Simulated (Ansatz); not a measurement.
## Al (Fm-3m), γ-surface

All numbers below come from DFT PBE, scalar-relativistic, plane waves, PAW (Ansatz 0.2.0). Settings: plane waves to 420 eV, k-mesh 19×19×4 (Γ-centred), Gaussian smearing 0.15 eV. No spin polarisation. Energies are free energies at this smearing, counted from the undisturbed cell; pressure is positive in compression.

The undisturbed cell (as given, not relaxed at this level; it stands at -0.4 GPa):

```
CELL_PARAMETERS angstrom
2.02398 -2.02398 0.00000
2.02398 0.00000 -2.02398
8.09592 8.09592 8.09592
ATOMIC_POSITIONS crystal
Al 0.66667 0.66667 0.08332
Al 0.00000 0.00000 0.91665
Al 0.33333 0.33333 0.24998
Al 0.66667 0.66667 0.58332
Al 0.00000 0.00000 0.41665
Al 0.33333 0.33333 0.74998
```

Vector c is tilted by p·a + q·b with the atoms' Cartesian places fixed: one unrelaxed fault a cell on a (1 1 1) plane of area 7.10 Å². Points are written (p, q).

Energy above the undisturbed cell in mJ/m² (a dash: not computed):

| p \ q | 0.000 | 0.167 | 0.333 | 0.500 | 0.667 | 0.833 |
| --- | --- | --- | --- | --- | --- | --- |
| 0.000 | 0 | 125 | 390 | 533 | 390 | 125 |
| 0.167 | 125 | 493 | 893 | 893 | 493 | 125 |
| 0.333 | 390 | 893 | 1165 | 893 | 390 | ? |
| 0.500 | 533 | 893 | 893 | 533 | ? | ? |
| 0.667 | 390 | 493 | 390 | ? | 121 | ? |
| 0.833 | 125 | 125 | ? | ? | ? | ? |

Question: Fill in the withheld energies.

Answer: (0.333, 0.833): 164; (0.500, 0.667): 207; (0.500, 0.833): 207; (0.667, 0.500): 207; (0.667, 0.833): 207; (0.833, 0.333): 164; (0.833, 0.500): 207; (0.833, 0.667): 207; (0.833, 0.833): 164.